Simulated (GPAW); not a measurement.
Runs of GPAW 26.7.0 on Sb. It takes space group R-3m (No. 166, trigonal). Conventional cell: a = 4.308 Å, b = 4.308 Å, c = 11.274 Å, α = 90.00°, β = 90.00°, γ = 120.00°. Sb (site symmetry 3m) is surrounded by 3 Sb at 2.91 Å. 

```tsv
task	level	potentials or basis	spin	cell	cutoff (eV)	band path	band points	optimizer	fmax	max steps	grid spacing	gap on the mesh (eV)	pressure (GPa)	largest force (eV/Å)
band structure	PBE	GPAW PAW data sets (gpaw-data 1.2.1), lcao:dzp	off	as given	-	GLB1,BZGX,QFP1Z,LP	60	-	-	-	0.2 Å	-	-	0.08
relaxation of cell and atoms	RPBE+D3(BJ)	the program's PAW data sets (release 1.2.1) made for this functional, pw	off	relaxed	600	-	-	LBFGS	0.01 eV/Å	60	-	none	0.0	-
band structure	SOGGA	PAW data sets generated in the run's folder for this functional, pw	SOC, no magnetisation	as given	600	GLB1,BZGX,QFP1Z,LP	60	-	-	-	-	0.27	(a)	0.04
band structure	MS2	GPAW PAW data sets (gpaw-data 1.2.1), pw	SOC, no magnetisation	as given	600	GLB1,BZGX,QFP1Z,LP	100	-	-	-	-	0.27	(b)	0.01
relaxation of cell and atoms	PBEsol+D4	PAW data sets generated in the run's folder for this functional, pw	off	relaxed to 1 GPa	600	-	-	BFGS	0.02 eV/Å	100	-	0.34	0.9	0.01
```

Alike in all rows: k mesh 5 × 5 × 5; smearing fermi-dirac 0.05 eV.

Problem. Estimate the missing entries.

Solution. (a) -0.4; (b) -0.7.

Caveats: spin-orbit coupling is left out, which moves the levels of the heavy elements (some runs); later steps reuse the first step's grids (some runs); spin-orbit coupling was added after a scalar SCF, so levels and gaps hold it while energy, forces, pressure and moments don't (some runs); this program's spin-orbit splittings come out too wide for heavy elements (some runs); the mesh misses the band edges, which the band path finds closer together (some runs); the real-space grid adds noise to forces (some runs); the basis of atomic orbitals isn't converged, which shifts pressures, moduli and gaps (some runs).

A k mesh can miss the band edges, and rows without SOC leave out spin-orbit coupling on Sb.

A gap of «none» marks a metal or a gap under the smearing width.
